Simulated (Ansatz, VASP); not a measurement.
# Sb in VASP and in Ansatz

The input INCAR:

```
  PREC = Accurate
  ENCUT = 520
  EDIFF = 1E-8
  ISMEAR = -1
  SIGMA = 0.05
  LREAL = False
  LASPH = True
  NELM = 100
  ALGO = Normal
  ISIF = 2
  LWAVE = False
  LCHARG = False
  GGA = PS
  LEFG = True
  NBANDS = 12
```

The input KPOINTS:

```
regular mesh
0
Gamma
  12 12 7
```

Contents of POSCAR:

```
Sb
1.0
    3.4026901813      0.0000000000      0.0000000000
   -1.7013450907      2.9468161382      0.0000000000
    0.0000000000      0.0000000000      5.3300000000
Sb
2
Direct
    0.3333333333      0.6666666667      0.2500000000
    0.6666666667      0.3333333333      0.7500000000
```

Input for Ansatz:

```yaml
crystal:
  lattice:
    - [3.4026901813, 0.0, 0.0]
    - [-1.7013450907, 2.9468161382, 0.0]
    - [0.0, 0.0, 5.33]
  atoms:
    - { symbol: Sb, position: [0.3333333333, 0.6666666667, 0.25] }
    - { symbol: Sb, position: [0.6666666667, 0.3333333333, 0.75] }
kpoints:
  mp_grid: { grid: [12, 12, 7] }
scf:
  occupations: { method: fermi_dirac, width: 0.05 }
hamiltonian:
  xc: pbesol
  pseudopotentials: { kind: paw }
output:
  forces: true
  stress: true
  eigenvalues: true
  efg: { contact_densities: true }
  write_density: true
  write_potential: true
  elf: true
  volumetric_format: npy
```

Change from the starting cell: equal xx and yy strain of +1 %, PAW files.

Alike in both runs: task electric field gradients; functional PBEsol; k mesh 12 × 12 × 7; occupations fermi-dirac, width 0.05 eV; no spin polarisation.

```csv
,VASP,Ansatz
version,VASP 6.6.1,Ansatz 0.2.0
potentials or method,"VASP PAW PBE potentials, release 64 (Sb)","PAW with Ansatz's default frozen-core files, scalar-relativistic"
plane-wave cutoff (eV),520,420
valence electrons in the cell,10,30
```

```csv
,VASP,Ansatz,Ansatz less VASP
pressure (GPa),-1.5,-1.5,+0.02
largest component of the traceless stress (GPa),0.61,0.61,-0.001
Vzz of the field gradient on the site that differs most (V/Å²),20.2,22.2,+1.92
```

The two sets of potentials don't hold the same shells in valence. Ansatz warned: «gradients_without_spin_orbit».

Caveats: the PAW data sets were made with another functional, which shifts forces and pressure a little (VASP). Spin-orbit coupling is left out, which matters for the levels of Sb.
